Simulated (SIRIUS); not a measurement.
Runs of SIRIUS 7.10.0 on Nb. The typed cell holds 2 atoms: a = 3.340 Å, b = 3.412 Å, c = 3.303 Å, α = 89.16°, β = 91.02°, γ = 89.50°. 

```tsv
potentials or basis	cutoff (eV)	radial cutoff for the potentials' integrals	gap on the mesh (eV)	pressure (GPa)	largest force (eV/Å)
GBRV 1.5 PBE (ultrasoft)	557	-	none	-5.8	0.40
SSSP 1.3.0 PBE efficiency	557	-	none	-5.9	0.40
PseudoDojo 0.4.1 PBE standard (scalar relativistic)	1127	6.5 bohr	none	(b)	0.40
SPMS 1.0 PBE (norm-conserving)	1127	6.5 bohr	none	-5.3	0.40
JTH 2.0 PBE (PAW)	557	-	none	(a)	0.40
```

Alike in all rows: task single point; level PBE; no spin polarisation; cell all atoms moved at random; k mesh 4 × 4 × 4; smearing fermi-dirac 0.05 eV; the mesh is coarse, so values aren't converged.

Question: Fill in the values left out.

Answer: (a) -6.0; (b) -5.4.

Caveats: all runs use coarse meshes.

A k mesh can miss the band edges, and the runs leave out spin-orbit coupling on Nb.

A gap of «none» marks a metal or a gap under the smearing width.
